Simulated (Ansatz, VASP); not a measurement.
**One calculation of Tl, two programs**

```
Tl
1.0
     0.00000    2.43009    2.43009
     2.43009    0.00000    2.43009
     2.43009    2.43009    0.00000
Tl
1
Direct
  0.00000 0.00000 0.00000
```

Alike in both runs: task single point; functional PBE; k mesh 14 × 14 × 14; occupations gaussian, width 0.1 eV; no spin polarisation.

|  | VASP | Ansatz |
| --- | --- | --- |
| version | VASP 6.6.1 | Ansatz 0.2.0 |
| potentials or method | VASP PAW PBE potentials, release 64 (Tl_d) | scalar-relativistic, plane waves, PAW |
| plane-wave cutoff (eV) | 520 | 420 |
| valence electrons in the cell | 13 | 13 |

```csv
,VASP,Ansatz,Ansatz less VASP
gap on the k mesh at the Fermi level (eV),none,none,-
pressure (GPa),2.7,2.8,+0.07
```

A gap of «none» marks a metal or a gap that the smearing closes. With one functional, cell and mesh, what is left measures potentials, basis and numerics.

Spin-orbit coupling is left out, which matters for the levels of Tl.
